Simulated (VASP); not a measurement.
# SrO, band structure: which settings are enough?

SrO, Fm-3m (no. 225), 2 atoms in the cell. RevPBE; PAW potentials Sr_sv, O (PBE set). VASP 6.6.1.

Wanted: band energies at the path's corners within 0.02 eV; smallest gap over path and mesh within 0.01 eV.

What the run is for: bands; Accuracy asked: standard; Route: fixed density (ICHARG 11).

Band energies at the path's corners: counted from the valence top.

POSCAR:
```
SrO
1.0
    0.0000000000      2.5663000000      2.5663000000
    2.5663000000      0.0000000000      2.5663000000
    2.5663000000      2.5663000000      0.0000000000
Sr O
1 1
Direct
    0.5000000000      0.5000000000      0.5000000000
    0.0000000000      0.0000000000      0.0000000000
```

The series start from Plane-wave cutoff (eV): 460; k-point mesh: 6 × 6 × 6; k points a path segment: 12; Electronic threshold (eV): 1e-6; Precision mode (PREC): Accurate; Bands in all (NBANDS): 20; Aspherical gradient terms in the spheres (LASPH): yes. Each series keeps the choices made before it, and each single choice may use up half of a tolerance. Times cover all steps of a run.

## Plane-wave cutoff (eV)

| Plane-wave cutoff (eV) | Band energies at the path's corners, largest deviation (eV) | Smallest gap over path and mesh (eV) | Time (s) |
|---|---|---|---|
| 320 | 0.053 | 3.396 | 46 |
| 400 | 0.008 | 3.357 | 49 |
| 460 | 0.002 | 3.349 | 81 |
| 520 | 0.003 | 3.348 | 75 |
| 640 (reference) | 0.000 | 3.350 | 91 |

Chosen: 460, the loosest value from which every tighter one stays within half of the tolerance.

## k-point mesh

| k-point mesh | Band energies at the path's corners, largest deviation (eV) | Smallest gap over path and mesh (eV) | Time (s) |
|---|---|---|---|
| 3 × 3 × 3 | 0.034 | 3.321 | 59 |
| 4 × 4 × 4 | 0.006 | 3.344 | 79 |
| 5 × 5 × 5 | 0.001 | 3.349 | 68 |
| 6 × 6 × 6 | 0.000 | 3.349 | 81 |
| 8 × 8 × 8 | 0.000 | 3.349 | 81 |
| 9 × 9 × 9 (reference) | 0.000 | 3.350 | 88 |

Chosen: 5 × 5 × 5.

## Electronic threshold (eV)

| Electronic threshold (eV) | Band energies at the path's corners, largest deviation (eV) | Smallest gap over path and mesh (eV) | Time (s) |
|---|---|---|---|
| 0.001 | 0.001 | 3.349 | 36 |
| 0.0001 | 0.001 | 3.349 | 33 |
| 1e-5 | 0.000 | 3.349 | 35 |
| 1e-6 | 0.000 | 3.349 | 38 |
| 1e-7 (reference) | 0.000 | 3.349 | 40 |

Chosen: 0.001.

## Precision mode (PREC)

| Precision mode (PREC) | Band energies at the path's corners, largest deviation (eV) | Smallest gap over path and mesh (eV) | Time (s) |
|---|---|---|---|
| SingleN | 0.001 | 3.349 | 16 |
| Normal | 0.000 | 3.349 | 19 |
| Accurate (reference) | 0.000 | 3.349 | 36 |

Chosen: SingleN.

## Bands in all (NBANDS)

| Bands in all (NBANDS) | Band energies at the path's corners, largest deviation (eV) | Smallest gap over path and mesh (eV) | Time (s) |
|---|---|---|---|
| 10 | 0.014 | 3.348 | 12 |
| 11 | 0.002 | 3.349 | 13 |
| 12 | 0.011 | 3.342 | 11 |
| 14 | 0.009 | 3.345 | 10 |
| 20 | 0.001 | 3.349 | 16 |
| 30 (reference) | 0.000 | 3.350 | 22 |

Chosen: 14.

## Aspherical gradient terms in the spheres (LASPH)

| Aspherical gradient terms in the spheres (LASPH) | Band energies at the path's corners, largest deviation (eV) | Smallest gap over path and mesh (eV) | Time (s) |
|---|---|---|---|
| no | 0.000 | 3.345 | 9.5 |
| yes (reference) | 0.000 | 3.345 | 10 |

Chosen: no.

Also changed on the way, by series that aren't shown: k points a path segment: 5.

## All choices together

| Input | Band energies at the path's corners, largest deviation (eV) | Smallest gap over path and mesh (eV) | Time (s) |
|---|---|---|---|
| the program's defaults (naive) | 0.008 | 3.357 | 21 |
| chosen settings | 0.010 | 3.345 | 9.5 |
| reference settings throughout | 0.000 | 3.351 | 364 |

The tolerance is met.

## The input

INCAR.step1:
```
  GGA = RE
  ISMEAR = 0
  SIGMA = 0.03
  LWAVE = F
  LCHARG = T
  NBANDS = 14
  PREC = SingleN
  LASPH = F
  LREAL = F
  ALGO = Normal
  EDIFF = 0.001
  NELM = 120
  GGA_COMPAT = F
  ENCUT = 460
  EFERMI = MIDGAP
```

INCAR.step2, as INCAR.step1 but for:
```
- LCHARG = T
+ LCHARG = F
+ ICHARG = 11
```

KPOINTS.step1:
```
Automatic mesh
0
Gamma
  5 5 5
  0 0 0
```

KPOINTS.step2:
```
path GXWKGLUWLK,UX
5
line-mode
reciprocal
 0.0000000000  0.0000000000  0.0000000000  G
 0.5000000000  0.0000000000  0.5000000000  X

 0.5000000000  0.0000000000  0.5000000000  X
 0.5000000000  0.2500000000  0.7500000000  W

 0.5000000000  0.2500000000  0.7500000000  W
 0.3750000000  0.3750000000  0.7500000000  K

 0.3750000000  0.3750000000  0.7500000000  K
 0.0000000000  0.0000000000  0.0000000000  G

 0.0000000000  0.0000000000  0.0000000000  G
 0.5000000000  0.5000000000  0.5000000000  L

 0.5000000000  0.5000000000  0.5000000000  L
 0.6250000000  0.2500000000  0.6250000000  U

 0.6250000000  0.2500000000  0.6250000000  U
 0.5000000000  0.2500000000  0.7500000000  W

 0.5000000000  0.2500000000  0.7500000000  W
 0.5000000000  0.5000000000  0.5000000000  L

 0.5000000000  0.5000000000  0.5000000000  L
 0.3750000000  0.3750000000  0.7500000000  K

 0.6250000000  0.2500000000  0.6250000000  U
 0.5000000000  0.0000000000  0.5000000000  X
```

Commands (each step's output is kept before the next begins):
```
cat potpaw_PBE.64/Sr_sv/POTCAR potpaw_PBE.64/O/POTCAR > POTCAR
cp INCAR.step1 INCAR
cp KPOINTS.step1 KPOINTS
mpirun -np 1 vasp_std > vasp.out
cp INCAR.step2 INCAR
cp KPOINTS.step2 KPOINTS
mpirun -np 1 vasp_std > vasp.out
```

The naive input happens to agree within the tolerance here, in 21 s.

Limits: revPBE gaps are mostly well below measured ones.

The chosen input took VASP 6.6.1 9.5 s on 1 core (AMD EPYC 7R43 (Zen 3)), a shared host.

## An input that fails: fixed density asked without a density file

VASP's message: ERROR: charge density could not be read from file CHGCAR for ICHARG>10.

Changes against the starting input:
```
- LCHARG = True
- NELM = 120
+ LCHARG = False
+ NELM = 68
+ ICHARG = 11
```
